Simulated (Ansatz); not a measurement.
Runs of Ansatz 0.2.0 on KMgF3. Symmetry: Pm-3m, No. 221, cubic system. The conventional cell has a = 3.986 Å, b = 3.986 Å, c = 3.986 Å, α = 90.00°, β = 90.00°, γ = 90.00°. K (site symmetry m-3m) has 12 F at 2.82 Å as nearest neighbours. Mg (site symmetry m-3m) has 6 F at 1.99 Å as nearest neighbours. F (site symmetry 4/mmm) is surrounded by 2 Mg at 1.99 Å. 

| level | gap on the mesh (eV) | pressure (GPa) | relaxed volume (Å³/atom) |
| --- | --- | --- | --- |
| r2SCAN+D3(BJ) | 8.44 | 0.0 | 12.44 |
| r2SCAN+D3(BJ)-ATM | (a) | 0.0 | 12.49 |
| r2SCAN | 8.33 | 0.0 | (b) |
| r2SCAN+D4 | (c) | 0.0 | 12.54 |
| r2SCAN+rVV10 | 8.37 | 0.0 | 12.44 |

Alike in all rows: task relaxation of cell and atoms; potentials or basis Ansatz PAW; no spin polarisation; cell relaxed; k mesh 7 × 7 × 7; cutoff (eV) 500; smearing fermi-dirac 0.05 eV.

Q: Fill in the values left out.

A: (a) 8.41; (b) 12.62; (c) 8.38.

Caveats: odd divisions of the mesh miss points on the zone boundary, where band edges often lie, so the gap on the mesh can be too wide; the plane-wave basis is chosen anew once the cell has moved, so the energies of steps on either side of that aren't comparable; the PAW data sets come from PBE, with cores solved anew for the run's functional, which leaves a small shift of forces and pressure; the dispersion damping was fitted for another functional or another form of the correction (some runs).

A k mesh can miss the band edges.
